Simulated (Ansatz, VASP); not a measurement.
**One calculation of MgO, two programs**

```
CELL_PARAMETERS angstrom
3.48714 0.00000 0.00000
-1.74357 3.01995 0.00000
0.00000 0.00000 3.70753
ATOMIC_POSITIONS crystal
Mg 0.66667 0.33333 0.75000
Mg 0.33333 0.66667 0.25000
O 0.66667 0.33333 0.25000
O 0.33333 0.66667 0.75000
```

Alike in both runs: task single point; functional PBEsol; k mesh 9 × 9 × 6; occupations gaussian, width 0.05 eV; no spin polarisation.

|  | VASP | Ansatz |
| --- | --- | --- |
| version | VASP 6.6.1 | Ansatz 0.2.0 |
| potentials or method | VASP PAW PBE potentials, release 64 (Mg, O) | scalar-relativistic, plane waves, PAW |
| plane-wave cutoff (eV) | 520 | 520 |
| valence electrons in the cell | 16 | 32 |

|  | VASP | Ansatz | Ansatz less VASP |
| --- | --- | --- | --- |
| gap on the k mesh at the Fermi level (eV) | 3.90 | 3.91 | +0.009 |
| least direct gap on the mesh (eV) | 3.90 | 3.91 | +0.009 |

The two sets of potentials don't hold the same shells in valence. Ansatz warned: «pseudo_functional_mismatch».
